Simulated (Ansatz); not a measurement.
Tc: relaxation of cell and atoms with r2SCAN+D3(BJ)

The system is Tc.

```
Tc
1.0
     0.00000    1.95000    1.95000
     1.95000    0.00000    1.95000
     1.95000    1.95000    0.00000
Tc
1
Direct
  0.00000 0.00000 0.00000
```

This isn't the form of Tc at room conditions, which is hcp.

```json
{
  "Program": "Ansatz 0.2.0",
  "Task": "relaxation of cell and atoms",
  "Functional": "r2SCAN",
  "Dispersion": "D3(BJ)",
  "Potentials or basis": "Ansatz PAW earlier set",
  "Cutoff": "500 eV (not typed: the program's choice for these potentials)",
  "k mesh": "12 × 12 × 12",
  "Occupations": "fermi-dirac, width 0.05 eV",
  "Spin": "no spin polarisation"
}
```

```yaml
Relaxed_volume: 14.13 Å³/atom
Relaxed_cell: a = 2.713 Å, b = 2.713 Å, c = 2.713 Å, α = 60.00°, β = 60.00°, γ = 60.00°
Space_group_after_relaxing_to_0.05_Å: Fm-3m (No. 225)
Energy_gained_by_relaxing: 32.6 meV/atom
Ionic_steps: 5
Pressure_after_relaxing: 0.0 GPa
Band_gap_on_the_k_mesh: none (metal or under the smearing width)
```

Step by step:
```
step  energy change (eV)  largest force (eV/Å)  volume (Å³)
   1              0.0000                0.0000        14.83
   2             -0.0323                0.0000        14.22
   3             -0.0330                0.0000        14.12
   4             -0.0330                0.0000        14.13
   5             -0.0326                0.0000        14.13
```

Final structure:
```xyz
1
Lattice="0.0000 1.9187 1.9187 1.9187 0.0000 1.9187 1.9187 1.9187 0.0000" Properties=species:S:1:pos:R:3 pbc="T T T"
Tc    0.0000    0.0000    0.0000
```

Levels at points of the mesh, in eV from the Fermi level:
```tsv
k point	band 5	band 6	band 7	band 8	band 9	band 10	band 11	band 12
(0.00, 0.00, 0.00)	-8.02	-2.01	-2.01	-2.01	0.87	0.87	14.30	20.30
(0.00, 0.00, -0.50)	-6.03	-2.15	-2.15	1.20	2.99	2.99	11.55	14.01
(0.00, -0.50, -0.50)	-6.41	-5.84	2.98	3.57	3.57	4.02	13.75	13.75
```

Run time: 5.8 s on 2 threads of Arm Neoverse V2 (shared host), peak memory 0.33 GiB.

Caveat: the plane-wave basis is chosen anew once the cell has moved, so the energies of steps on either side of that aren't comparable; pairwise dispersion overbinds metals, which lowers pressure and volume; the PAW data sets come from PBE, with cores solved anew for the run's functional, which leaves a small shift of forces and pressure; the dispersion damping was fitted for another functional or another form of the correction.
